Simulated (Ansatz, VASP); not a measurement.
**Cs: VASP beside Ansatz**

File INCAR:

```
PREC = Accurate
ENCUT = 520
EDIFF = 1E-6
ISMEAR = -1
SIGMA = 0.05
LREAL = False
LASPH = True
NELM = 100
ALGO = Normal
ISIF = 2
LWAVE = False
LCHARG = False
GGA = PE
NBANDS = 16
```

The input KPOINTS:

```
Automatic mesh
0
Gamma
  11 11 11
```

POSCAR

```
Cs
1.0
    0.0000000000      5.7337313891      5.7337313891
    5.7337313891      0.0000000000      5.7337313891
    5.7337313891      5.7337313891      0.0000000000
Cs
2
Direct
    0.0000000000      0.0000000000      0.0000000000
    0.2500000000      0.2500000000      0.2500000000
```

Input for Ansatz:

```yaml
crystal:
  lattice:
    - [0.0, 5.7337313891, 5.7337313891]
    - [5.7337313891, 0.0, 5.7337313891]
    - [5.7337313891, 5.7337313891, 0.0]
  atoms:
    - { symbol: Cs, position: [0.0, 0.0, 0.0] }
    - { symbol: Cs, position: [0.25, 0.25, 0.25] }
kpoints:
  mp_grid: { grid: [11, 11, 11] }
  band_path:
    path:
      - [0.0, 0.0, 0.0]
      - [0.5, 0.0, 0.5]
      - [0.625, 0.25, 0.625]
      - [0.375, 0.375, 0.75]
      - [0.0, 0.0, 0.0]
      - [0.5, 0.5, 0.5]
      - [0.5, 0.25, 0.75]
      - [0.5, 0.0, 0.5]
    npoints: 14
scf:
  occupations: { method: fermi_dirac, width: 0.05 }
hamiltonian:
  xc: pbe
  pseudopotentials: { kind: all_electron, lapw: { basis_error: 0.00025 } }
output:
  forces: true
  stress: true
  eigenvalues: true
  fatbands: true
  populations: true
  dos: { projected: true, de: 0.2, e_range: [-14, 8] }
```

This isn't the form of Cs at room conditions, which is bcc.

Alike in both runs: task single point; functional PBE; k mesh 11 × 11 × 11; occupations fermi-dirac, width 0.05 eV; no spin polarisation.

|  | VASP | Ansatz |
| --- | --- | --- |
| version | VASP 6.6.1 | Ansatz 0.2.0 |
| potentials or method | VASP PAW PBE potentials, release 64 (Cs_sv) | all-electron LAPW, scalar-relativistic |
| plane-wave cutoff (eV) | 520 | see its input |

```csv
,VASP,Ansatz,Ansatz less VASP
pressure (GPa),0.0,0.0,0.00
```

Ansatz ran all-electron here, so the differences hold the error of VASP's frozen core and of both bases.

Caveats: spin-orbit coupling is left out, which moves the levels of the heavy elements; an odd mesh through Γ misses points on the zone boundary, where band edges often lie.
